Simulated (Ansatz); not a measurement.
## Computed energy against volume: InCuS2 (chalcopyrite)

InCuS2 (chalcopyrite)

```
CELL_PARAMETERS angstrom
     -2.74161     2.74161     5.52189
      2.74161    -2.74161     5.52189
      2.74161     2.74161    -5.52189
ATOMIC_POSITIONS crystal
  Cu 0.75000 0.25000 0.50000
  Cu 0.00000 0.00000 0.00000
  In 0.25000 0.75000 0.50000
  In 0.50000 0.50000 0.00000
  S  0.09207 0.12500 0.46707
  S  0.65793 0.62500 0.53293
  S  0.37500 0.90793 0.03293
  S  0.87500 0.34207 0.96707
```

This relaxed cell (volume V₀) is scaled evenly in all directions, its shape held. The atoms relax within the cell's symmetry.

Computed with PBEsol (plane waves to 420 eV, PAW, scalar-relativistic; Ansatz, a program for electronic structure). k mesh 9×9×9 (Γ-centred), Fermi-Dirac smearing 0.05 eV. Energies are smeared free energies. Stress and pressure are positive under compression. With the shape held, the modulus is that of even scaling; a crystal free to change shape is softer. At this level the bands of InCuS2 touch or barely overlap; measurements give the solid a gap. InCuS2 is run without spin polarisation. InCuS2 was relaxed with its symmetry unable to fall. ΔE is measured from the relaxed starting cell.

```csv
V/V₀,ΔE (meV/atom),P (GPa)
0.840,177,20.2
0.872,105,14.5
0.904,55,9.8
0.936,23,5.9
0.968,5,2.7
1.000,0,0.0
1.032,5,-2.2
1.064,18,-4.1
1.096,38,-5.6
1.128,64,-6.8
1.160,94,-7.9
```

Read from the data:

The pressure at the smallest volume is 20.2 GPa and the energy cost of the largest compression is 177 meV/atom. The energy cost of the largest expansion is 94 meV/atom and the bulk modulus at fixed cell shape B₀ (third-order Birch-Murnaghan fit) comes out as 76.0 GPa. The pressure derivative B₀′ (fit) comes out as 4.8 and the equilibrium volume of the fit is 20.75 Å³/atom. The pressure for 5 % compression (fit) is 4.4 GPa.

(A scan under strain: stresses follow from slopes of the energy per volume, elastic moduli from its curvatures.)
